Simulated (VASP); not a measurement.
Input of a VASP 6.6.1 run:

File INCAR:

```
PREC     = Accurate       # precision mode
ENCUT    = 600            # plane-wave cutoff, eV
EDIFF    = 1E-6           # SCF threshold, eV
ISMEAR   = 0              # smearing method
SIGMA    = 0.03           # smearing width, eV
LREAL    = False          # projectors in reciprocal space
LASPH    = True           # aspherical terms in the spheres
NELM     = 80             # most SCF steps
ALGO     = Normal         # electronic algorithm
ISIF     = 3              # what is computed and relaxed
LWAVE    = False          # write WAVECAR
LCHARG   = False          # write CHGCAR
GGA      = PE             # functional
IBRION   = 2              # ionic algorithm
NSW      = 90             # ionic steps
EDIFFG   = -0.01          # ionic threshold
KPAR     = 2
```

File KPOINTS:

```
Automatic mesh
0
Gamma
  6 6 8
```

Contents of POSCAR:

```
SnO2
1.0
    4.7380000000      0.0000000000      0.0000000000
    0.0000000000      4.7380000000      0.0000000000
    0.0000000000      0.0000000000      3.1865000000
Sn O
2 4
Direct
    0.0000000000      0.0000000000      0.0000000000
    0.5000000000      0.5000000000      0.5000000000
    0.3071000000      0.3071000000      0.0000000000
    0.1929000000      0.8071000000      0.5000000000
    0.6929000000      0.6929000000      0.0000000000
    0.8071000000      0.1929000000      0.5000000000
```

Potentials or basis: VASP PAW PBE potentials, release 64 (Sn_d, O).

The run is started by

```console
$ cat potpaw_PBE.64/Sn_d/POTCAR potpaw_PBE.64/O/POTCAR > POTCAR
$ mpirun -np 2 vasp_std > vasp.out
```

(1) What does it give for the relaxed volume?

(2) Predict the band gap on the k mesh.

## Answers

(1) 12.61 Å³/atom.

(2) 0.64 eV, direct.

Caveat: spin-orbit coupling is left out, which moves the levels of the heavy elements.
